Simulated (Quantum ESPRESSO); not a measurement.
# NaI (Fm-3m) in Quantum ESPRESSO: further runs, part 2 of 4

Quantum ESPRESSO 7.5.

### Step 3. Phonons, PBE

pw.in reads:

```
&CONTROL
  calculation = 'scf'
  prefix = 'pwscf'
  outdir = './tmp'
  pseudo_dir = './pseudo'
  tprnfor = .true.
  tstress = .true.
  disk_io = 'low'
/
&SYSTEM
  ibrav = 0
  nat = 2
  ntyp = 2
  ecutwfc = 88
  nbnd = 14
  occupations = 'smearing'
  smearing = 'fd'
  degauss = 0.00367493
/
&ELECTRONS
  conv_thr = 4d-10
  electron_maxstep = 120
  mixing_beta = 0.5
/
ATOMIC_SPECIES
I    126.9045 I.upf
Na    22.9898 Na.upf
CELL_PARAMETERS bohr
   0.0000000000    6.1159096297    6.1159096297
   6.1159096297    0.0000000000    6.1159096297
   6.1159096297    6.1159096297    0.0000000000
ATOMIC_POSITIONS bohr
I      6.1159096297    6.1159096297    6.1159096297
Na     0.0000000000    0.0000000000    0.0000000000
K_POINTS automatic
4 4 4 1 1 1
```

relax.in reads:

```
&CONTROL
  calculation = 'vc-relax'
  prefix = 'pwscf'
  outdir = './tmp'
  pseudo_dir = './pseudo'
  tprnfor = .true.
  tstress = .true.
  disk_io = 'low'
  nstep = 40
  forc_conv_thr = 0.0001
  etot_conv_thr = 1d-06
/
&SYSTEM
  ibrav = 0
  nat = 2
  ntyp = 2
  ecutwfc = 88
  nbnd = 14
  occupations = 'smearing'
  smearing = 'fd'
  degauss = 0.00367493
/
&ELECTRONS
  conv_thr = 4d-10
  electron_maxstep = 120
  mixing_beta = 0.5
/
&IONS
  ion_dynamics = 'bfgs'
/
&CELL
  cell_dynamics = 'bfgs'
  press = 0
  press_conv_thr = 0.2
/
ATOMIC_SPECIES
I    126.9045 I.upf
Na    22.9898 Na.upf
CELL_PARAMETERS bohr
   0.0000000000    6.1159096297    6.1159096297
   6.1159096297    0.0000000000    6.1159096297
   6.1159096297    6.1159096297    0.0000000000
ATOMIC_POSITIONS bohr
I      6.1159096297    6.1159096297    6.1159096297
Na     0.0000000000    0.0000000000    0.0000000000
K_POINTS automatic
4 4 4 1 1 1
```

scf2.in reads:

```
&CONTROL
  calculation = 'scf'
  prefix = 'pwscf'
  outdir = './tmp'
  pseudo_dir = './pseudo'
  tprnfor = .true.
  tstress = .true.
  disk_io = 'low'
/
&SYSTEM
  ibrav = 0
  nat = 2
  ntyp = 2
  ecutwfc = 88
  nbnd = 14
  occupations = 'fixed'
/
&ELECTRONS
  conv_thr = 1d-13
  electron_maxstep = 120
  mixing_beta = 0.5
  startingpot = 'file'
  startingwfc = 'file'
/
ATOMIC_SPECIES
I    126.9045 I.upf
Na    22.9898 Na.upf
CELL_PARAMETERS bohr
   0.0000000000    6.1692434410    6.1692434410
   6.1692434410    0.0000000000    6.1692434410
   6.1692434410    6.1692434410    0.0000000000
ATOMIC_POSITIONS bohr
I      6.1692434410    6.1692434410    6.1692434410
Na     0.0000000000    0.0000000000    0.0000000000
K_POINTS automatic
4 4 4 1 1 1
```

ph.in reads:

```
phonons of NaI
&INPUTPH
  prefix = 'pwscf'
  outdir = './tmp'
  tr2_ph = 1d-18
  fildyn = 'dyn'
  niter_ph = 90
  alpha_mix(1) = 0.7
  epsil = .true.
/
0.0000000000 0.0000000000 0.0000000000
```

dynmat.in reads:

```
&INPUT
  fildyn = 'dyn'
  asr = 'crystal'
  lperm = .true.
  filout = 'dynmat.disp'
  fileig = 'dynmat.eig'
/
```

dynmat_lo.in reads:

```
&INPUT
  fildyn = 'dyn'
  asr = 'crystal'
  filout = 'dynmat_lo.disp'
  fileig = 'dynmat_lo.eig'
  q(1) = 0
  q(2) = 0
  q(3) = 1
/
```

Potentials or basis: PseudoDojo 0.4.1 SR PBE standard.

Run with:

```sh
$ OMP_NUM_THREADS=1 mpirun -n 4 pw.x -nk 2 -in pw.in > pw.out
$ OMP_NUM_THREADS=1 mpirun -n 4 pw.x -nk 2 -in relax.in > relax.out
$ OMP_NUM_THREADS=1 mpirun -n 4 pw.x -nk 2 -in scf2.in > scf2.out
$ OMP_NUM_THREADS=1 mpirun -n 4 ph.x -nk 2 -in ph.in > ph.out
$ OMP_NUM_THREADS=1 mpirun -n 1 dynmat.x -in dynmat.in > dynmat.out
$ OMP_NUM_THREADS=1 mpirun -n 1 dynmat.x -in dynmat_lo.in > dynmat_lo.out
```

pw.out:

```text
This program is part of the open-source Quantum ESPRESSO suite
     for quantum simulation of materials; please cite
[... 6 lines left out ...]
     using ibrav=0 with symmetry is DISCOURAGED, use correct ibrav instead

     K-points division:     npool     =       2
     Subspace diagonalization in iterative solution of the eigenvalue problem:
     a serial algorithm will be used

     --------------------
     sticks:   dense  smooth     PW     G-vecs:    dense   smooth      PW
     Min         906     906    255                25554    25554    3898
     Max         907     907    256                25555    25555    3901
     Sum        1813    1813    511                51109    51109    7799

     Using Slab Decomposition

     bravais-lattice index     =            0
     lattice parameter (alat)  =       8.6492  a.u.
     unit-cell volume          =     457.5233 (a.u.)^3
     number of atoms/cell      =            2
     number of atomic types    =            2
[... 174 lines left out ...]

          k =-0.6187 0.0884 0.0884 (  6377 PWs)   bands (ev):

   -48.7326 -20.6591 -20.6572 -20.6568  -8.8377  -0.0060   0.9039   1.1214
     6.6341   7.7222  10.8810  11.8731  12.7385  14.4405

          k = 0.2652 0.2652 0.2652 (  6381 PWs)   bands (ev):
[... 6 lines left out ...]
   -48.7326 -20.6593 -20.6574 -20.6561  -8.8560   0.0098   0.6741   1.3671
     7.6124   8.6931   9.9873  10.1896  12.2592  12.6423

     the Fermi energy is     2.9081 ev

!    total energy              =    -117.49092696 Ry
     estimated scf accuracy    <          2.0E-10 Ry
     smearing contrib. (-TS)   =      -0.00000000 Ry
     internal energy E=F+TS    =    -117.49092696 Ry

     The total energy is F=E-TS. E is the sum of the following terms:
     one-electron contribution =     -78.64424776 Ry
     hartree contribution      =      42.88318189 Ry
     xc contribution           =     -21.77652157 Ry
     ewald contribution        =     -59.95333953 Ry

     convergence has been achieved in   8 iterations

     Forces acting on atoms (cartesian axes, Ry/au):

     atom    1 type  1   force =     0.00000000    0.00000000   -0.00000000
     atom    2 type  2   force =     0.00000000    0.00000000   -0.00000000

     Total force =     0.000000     Total SCF correction =     0.000000

     Computing stress (Cartesian axis) and pressure

          total   stress  (Ry/bohr**3)                   (kbar)     P=        4.17
   0.00002838   0.00000000  -0.00000000            4.17        0.00       -0.00
   0.00000000   0.00002838   0.00000000            0.00        4.17        0.00
  -0.00000000   0.00000000   0.00002838           -0.00        0.00        4.17

=------------------------------------------------------------------------------=
   JOB DONE.
=------------------------------------------------------------------------------=
```

scf2.out:

```text
This program is part of the open-source Quantum ESPRESSO suite
     for quantum simulation of materials; please cite
[... 6 lines left out ...]
     using ibrav=0 with symmetry is DISCOURAGED, use correct ibrav instead

     K-points division:     npool     =       2
[... 186 lines left out ...]
   0.00000001   0.00000000   0.00000000            0.00        0.00        0.00
   0.00000000   0.00000001   0.00000000            0.00        0.00        0.00
   0.00000000   0.00000000   0.00000001            0.00        0.00        0.00

=------------------------------------------------------------------------------=
   JOB DONE.
=------------------------------------------------------------------------------=
```

Run time: 1.7 min. Hardware: 4 MPI ranks of AMD EPYC 7R32 (Zen 2), shared host; peak memory 0.4 GiB.

Results:

- Free energy: -1598.5478 eV
- Relaxed volume: 34.79 Å³/atom
- Relaxed cell: a = 4.617 Å, b = 4.617 Å, c = 4.617 Å, α = 60.00°, β = 60.00°, γ = 60.00°
- Space group after relaxing (to 0.05 Å): Fm-3m (No. 225)
- Pressure after relaxing: 0.0 GPa
- Electronic dielectric tensor (diagonal): 3.34
- Born charges (mean of the diagonal): I -1.21; Na +1.21 e
- Highest phonon frequency at Γ, LO-TO splitting left out: 144 cm⁻¹
- Static dielectric tensor (diagonal): 7.22

The path:
| step | energy change (eV) | largest force (eV/Å) | pressure (GPa) | volume (Å³) |
| --- | --- | --- | --- | --- |
| 1 | 0.0000 | 0.0000 | 0.42 | 67.80 |
| 2 | -0.0004 | 0.0000 | 0.38 | 67.94 |
| 3 | -0.0007 | 0.0000 | 0.34 | 68.10 |
| 4 | -0.0012 | 0.0000 | 0.29 | 68.34 |
| 5 | -0.0017 | 0.0000 | 0.20 | 68.70 |
| 6 | -0.0022 | 0.0000 | 0.08 | 69.24 |
| 7 | -0.0023 | 0.0000 | 0.00 | 69.58 |
| 8 | -0.0023 | 0.0000 | 0.00 | 69.59 |

Final structure:
```
I Na
1.0
     0.00000    3.26462    3.26462
     3.26462    0.00000    3.26462
     3.26462    3.26462    0.00000
I Na
1 1
Direct
  0.50000 0.50000 0.50000
  0.00000 0.00000 0.00000
```

Phonon frequencies in cm⁻¹ (negative: imaginary):
```csv
q point,frequencies
"(0.000, 0.000, 0.000)",29 29 29 144 144 144
```

Electronic dielectric tensor:
```
3.34 0.00 0.00
0.00 3.34 0.00
0.00 0.00 3.34
```

Born effective charge tensors (e):
atom 1, I
```
-1.21  0.00  0.00
 0.00 -1.21  0.00
 0.00  0.00 -1.21
```
atom 2, Na
```
1.21 0.00 0.00
0.00 1.21 0.00
0.00 0.00 1.21
```

Optical modes at Γ, degenerate ones joined, polar ones without the macroscopic field:
```csv
cm⁻¹,components,symmetry,active in,"IR intensity, summed ((D/Å)²/amu)"
117,3,T1u,IR,5.22
```

Zone-centre frequencies without and with the macroscopic field along z (cm⁻¹):
```
                optical modes in rising order
       without                    117 117 117
with the field                    117 117 172
```

Static dielectric tensor, electrons and zone-centre modes:
```
7.22 0.00 0.00
0.00 7.22 0.00
0.00 0.00 7.22
```

Caveat: before the sum rule the acoustic modes lie tens of cm⁻¹ from zero, a sign that the density grid also shifts the optical modes. Spin-orbit coupling is left out, which matters for the levels of I.

### Step 4. Phonons, AM05

Edit pw.in of step 3 so:

```diff
@@ -15,2 +15,3 @@
   nbnd = 14
+  input_dft = 'XC-000I-000I-120L-135L-000I-000I'
   occupations = 'smearing'
```

Edit relax.in of step 3 so:

```diff
@@ -18,2 +18,3 @@
   nbnd = 14
+  input_dft = 'XC-000I-000I-120L-135L-000I-000I'
   occupations = 'smearing'
```

Edit scf2.in of step 3 so:

```diff
@@ -15,2 +15,3 @@
   nbnd = 14
+  input_dft = 'XC-000I-000I-120L-135L-000I-000I'
   occupations = 'fixed'
@@ -28,7 +29,7 @@
 CELL_PARAMETERS bohr
-   0.0000000000    6.1692434410    6.1692434410
-   6.1692434410    0.0000000000    6.1692434410
-   6.1692434410    6.1692434410    0.0000000000
+   0.0000000000    6.1540522343    6.1540522343
+   6.1540522343    0.0000000000    6.1540522343
+   6.1540522343    6.1540522343    0.0000000000
 ATOMIC_POSITIONS bohr
-I      6.1692434410    6.1692434410    6.1692434410
+I      6.1540522343    6.1540522343    6.1540522343
 Na     0.0000000000    0.0000000000    0.0000000000
```

ph.in is that of step 3.

dynmat.in is that of step 3.

dynmat_lo.in is that of step 3.

Potentials or basis: PseudoDojo 0.4.1 SR PBE standard.

Run with:

```sh
$ OMP_NUM_THREADS=1 mpirun -n 4 pw.x -nk 2 -in pw.in > pw.out
$ OMP_NUM_THREADS=1 mpirun -n 4 pw.x -nk 2 -in relax.in > relax.out
$ OMP_NUM_THREADS=1 mpirun -n 4 pw.x -nk 2 -in scf2.in > scf2.out
$ OMP_NUM_THREADS=1 mpirun -n 4 ph.x -nk 2 -in ph.in > ph.out
$ OMP_NUM_THREADS=1 mpirun -n 1 dynmat.x -in dynmat.in > dynmat.out
$ OMP_NUM_THREADS=1 mpirun -n 1 dynmat.x -in dynmat_lo.in > dynmat_lo.out
```

pw.out:

```text
This program is part of the open-source Quantum ESPRESSO suite
     for quantum simulation of materials; please cite
         "P. Giannozzi et al., J. Phys.:Condens. Matter 21 395502 (2009);
         "P. Giannozzi et al., J. Phys.:Condens. Matter 29 465901 (2017);
         "P. Giannozzi et al., J. Chem. Phys. 152 154105 (2020);
     in publications or presentations arising from this work. More details at

     IMPORTANT: XC functional enforced from input :
     Exchange-correlation= XC-000I-000I-120L-135L-000I-000I
                           (   0   0 120 135   0   0   0)
     Any further DFT definition will be discarded
     Please, verify this is what you really want

     Message from routine setup:
     using ibrav=0 with symmetry is DISCOURAGED, use correct ibrav instead

     K-points division:     npool     =       2
     Subspace diagonalization in iterative solution of the eigenvalue problem:
     a serial algorithm will be used

     --------------------
     sticks:   dense  smooth     PW     G-vecs:    dense   smooth      PW
     Min         906     906    255                25554    25554    3898
     Max         907     907    256                25555    25555    3901
     Sum        1813    1813    511                51109    51109    7799

     Using Slab Decomposition

     bravais-lattice index     =            0
     lattice parameter (alat)  =       8.6492  a.u.
     unit-cell volume          =     457.5233 (a.u.)^3
     number of atoms/cell      =            2
     number of atomic types    =            2
     number of electrons       =        16.00
     number of Kohn-Sham states=           14
     kinetic-energy cutoff     =      88.0000  Ry
     charge density cutoff     =     352.0000  Ry
     scf convergence threshold =      4.0E-10
     mixing beta               =       0.5000
     number of iterations used =            8  plain     mixing
     Exchange-correlation= XC-000I-000I-120L-135L-000I-000I
                           (   0   0 120 135   0   0   0)

     celldm(1)=   8.649202  celldm(2)=   0.000000  celldm(3)=   0.000000
     celldm(4)=   0.000000  celldm(5)=   0.000000  celldm(6)=   0.000000

     crystal axes: (cart. coord. in units of alat)
               a(1) = (   0.000000   0.707107   0.707107 )
               a(2) = (   0.707107   0.000000   0.707107 )
               a(3) = (   0.707107   0.707107   0.000000 )

     reciprocal axes: (cart. coord. in units 2 pi/alat)
               b(1) = ( -0.707107  0.707107  0.707107 )
               b(2) = (  0.707107 -0.707107  0.707107 )
               b(3) = (  0.707107  0.707107 -0.707107 )

[... 44 lines left out ...]
        k(    9) = (   0.2651650   0.2651650   0.2651650), wk =   0.0625000
        k(   10) = (  -0.2651650  -0.2651650   0.7954951), wk =   0.1875000

     Dense  grid:    51109 G-vectors     FFT dimensions: (  54,  54,  54)

     WARNING: libxc functional with ID  120 depends
      on external parameters: check the user_guide of
      QE if you need to modify them or to check their
      default values.

     WARNING: libxc functional with ID  135 depends
      on external parameters: check the user_guide of
      QE if you need to modify them or to check their
      default values.

     Initial potential from superposition of free atoms

     starting charge      15.9937, renormalised to      16.0000
     Starting wfcs are    9 randomized atomic wfcs +    5 random wfcs

     Self-consistent Calculation

     iteration #  1     ecut=    88.00 Ry     beta= 0.50
     Davidson diagonalization with overlap
     ethr =  1.00E-02,  avg # of iterations =  7.9

     Threshold (ethr) on eigenvalues was too large:
     Diagonalizing with lowered threshold

     Davidson diagonalization with overlap
     ethr =  1.09E-04,  avg # of iterations =  4.1

     total energy              =    -117.06546032 Ry
     estimated scf accuracy    <       0.01735544 Ry
[... 43 lines left out ...]
     iteration #  8     ecut=    88.00 Ry     beta= 0.50
     Davidson diagonalization with overlap
     ethr =  2.87E-11,  avg # of iterations =  2.0

     End of self-consistent calculation

          k = 0.0884 0.0884 0.0884 (  6360 PWs)   bands (ev):

   -48.5753 -20.3756 -20.3749 -20.3749  -9.1007   1.3896   1.8072   1.8072
     6.0189   9.4128   9.9357   9.9357  11.2221  11.2221

          k = 0.2652 0.2652-0.0884 (  6376 PWs)   bands (ev):

   -48.5752 -20.3782 -20.3757 -20.3749  -8.9257   0.3142   1.3627   1.6876
     7.3222   9.2489   9.3077   9.8263  11.0934  12.9634

          k =-0.2652-0.2652 0.4419 (  6375 PWs)   bands (ev):
[... 16 lines left out ...]
   -48.5752 -20.3785 -20.3773 -20.3762  -8.7554   0.1793   0.6391   1.1322
     7.4709   8.6516   9.6738  10.7230  12.6247  13.9504

          k = 0.0884-0.2652 0.4419 (  6378 PWs)   bands (ev):

   -48.5752 -20.3789 -20.3764 -20.3755  -8.8237   0.0744   1.0125   1.4306
     7.8798   8.4533   9.2515  10.3725  12.1076  14.0085

          k =-0.6187 0.0884 0.0884 (  6377 PWs)   bands (ev):

   -48.5752 -20.3787 -20.3768 -20.3763  -8.7617   0.0300   0.9463   1.1652
     6.6958   7.7282  10.9195  11.9193  12.8005  14.4649

          k = 0.2652 0.2652 0.2652 (  6381 PWs)   bands (ev):
[... 6 lines left out ...]
   -48.5752 -20.3790 -20.3770 -20.3755  -8.7800   0.0476   0.7137   1.4114
     7.6517   8.7429  10.0176  10.2343  12.2947  12.6574

     the Fermi energy is     2.9573 ev

!    total energy              =    -117.06821491 Ry
     estimated scf accuracy    <          4.0E-10 Ry
     smearing contrib. (-TS)   =      -0.00000000 Ry
     internal energy E=F+TS    =    -117.06821491 Ry

     The total energy is F=E-TS. E is the sum of the following terms:
     one-electron contribution =     -78.50910199 Ry
     hartree contribution      =      42.70620499 Ry
     xc contribution           =     -21.31197837 Ry
     ewald contribution        =     -59.95333953 Ry

     convergence has been achieved in   8 iterations

     Forces acting on atoms (cartesian axes, Ry/au):

     atom    1 type  1   force =     0.00000000    0.00000000    0.00000000
     atom    2 type  2   force =     0.00000000    0.00000000   -0.00000000

     Total force =     0.000000     Total SCF correction =     0.000000

     Computing stress (Cartesian axis) and pressure

          total   stress  (Ry/bohr**3)                   (kbar)     P=        2.76
   0.00001875   0.00000000   0.00000000            2.76        0.00        0.00
   0.00000000   0.00001875   0.00000000            0.00        2.76        0.00
   0.00000000   0.00000000   0.00001875            0.00        0.00        2.76

=------------------------------------------------------------------------------=
   JOB DONE.
=------------------------------------------------------------------------------=
```

scf2.out:

```text
This program is part of the open-source Quantum ESPRESSO suite
     for quantum simulation of materials; please cite
         "P. Giannozzi et al., J. Phys.:Condens. Matter 21 395502 (2009);
         "P. Giannozzi et al., J. Phys.:Condens. Matter 29 465901 (2017);
         "P. Giannozzi et al., J. Chem. Phys. 152 154105 (2020);
[... 202 lines left out ...]
   0.00000000   0.00000010   0.00000000            0.00        0.01        0.00
   0.00000000   0.00000000   0.00000010            0.00        0.00        0.01

=------------------------------------------------------------------------------=
   JOB DONE.
=------------------------------------------------------------------------------=
```

Wall time 1.7 min (4 MPI ranks of AMD EPYC 7R32 (Zen 2), shared host); peak memory 0.4 GiB.

What came out:

```
Free energy                                             : -1592.7953 eV
Relaxed volume                                          : 34.54 Å³/atom
Relaxed cell                                            : a = 4.606 Å, b = 4.606 Å, c = 4.606 Å, α = 60.00°, β = 60.00°, γ = 60.00°
Space group after relaxing (to 0.05 Å)                  : Fm-3m (No. 225)
Pressure after relaxing                                 : 0.0 GPa
Electronic dielectric tensor (diagonal)                 : 3.36
Born charges (mean of the diagonal)                     : I -1.21; Na +1.21 e
Highest phonon frequency at Γ, LO-TO splitting left out : 97 cm⁻¹
Static dielectric tensor (diagonal)                     : 8.65
```

Step by step:
```tsv
step	energy change (eV)	largest force (eV/Å)	pressure (GPa)	volume (Å³)
1	0.0000	0.0000	0.28	67.80
2	-0.0002	0.0000	0.26	67.89
3	-0.0003	0.0000	0.23	68.00
4	-0.0005	0.0000	0.20	68.16
5	-0.0008	0.0000	0.14	68.39
6	-0.0010	0.0000	0.07	68.75
7	-0.0011	0.0000	0.00	69.07
8	-0.0011	0.0000	0.00	69.07
```

Final structure:
```
I Na
1.0
     0.00000    3.25658    3.25658
     3.25658    0.00000    3.25658
     3.25658    3.25658    0.00000
I Na
1 1
Direct
  0.50000 0.50000 0.50000
  0.00000 0.00000 0.00000
```

Phonon frequencies in cm⁻¹ (negative: imaginary):
```csv
q point,frequencies
"(0.000, 0.000, 0.000)",-15 -15 -15 97 97 97
```

Electronic dielectric tensor:
```
3.36 0.00 0.00
0.00 3.36 0.00
0.00 0.00 3.36
```

Born effective charge tensors (e):
atom 1, I
```
-1.21  0.00  0.00
 0.00 -1.21  0.00
 0.00  0.00 -1.21
```
atom 2, Na
```
1.21 0.00 0.00
0.00 1.21 0.00
0.00 0.00 1.21
```

Optical modes at Γ, degenerate ones joined, polar ones without the macroscopic field:
```tsv
cm⁻¹	components	symmetry	active in	IR intensity, summed ((D/Å)²/amu)
101	3	T1u	IR	5.23
```

Zone-centre frequencies without and with the macroscopic field along z (cm⁻¹):
```csv
,optical modes in rising order
without,101 101 101
with the field,101 101 162
```

Static dielectric tensor, electrons and zone-centre modes:
```
8.65 0.00 0.00
0.00 8.65 0.00
0.00 0.00 8.65
```

Caveat: the potentials were made for another functional, which shifts forces and pressure. The run has no spin-orbit coupling, so splittings on I are missing.

(Continued in part 3 of 4.)
